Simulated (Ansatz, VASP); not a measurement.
# Pd: VASP beside Ansatz

```
CELL_PARAMETERS angstrom
0.00000 1.99352 1.99352
1.99352 0.00000 1.99352
1.99352 1.99352 0.00000
ATOMIC_POSITIONS crystal
Pd 0.00000 0.00000 0.00000
```

Change from the starting cell: strain +0.025 along x and y, +0.025 along z, atoms carried along.

Alike in both runs: task single point; functional PBEsol; k mesh 20 × 20 × 20; occupations gaussian, width 0.15 eV; no spin polarisation.

```csv
,VASP,Ansatz
version,VASP 6.6.1,Ansatz 0.2.0
potentials or method,"VASP PAW PBE potentials, release 64 (Pd)","scalar-relativistic, plane waves, PAW"
plane-wave cutoff (eV),520,420
valence electrons in the cell,10,18
```

Ansatz gave:

```
gap on the k mesh at the Fermi level (eV) : none
pressure (GPa)                            : -13.7
```

**Question.** What did VASP give for the same quantities?

**Answer.** gap on the k mesh at the Fermi level (eV): none; pressure (GPa): -13.9.

A gap of «none» marks a metal or a gap that the smearing closes. The functional is the same, so the differences come from potentials, cutoffs and numerics. The two sets of potentials don't hold the same shells in valence.

Caveats: the PAW data sets were made with another functional, which shifts forces and pressure a little (VASP).
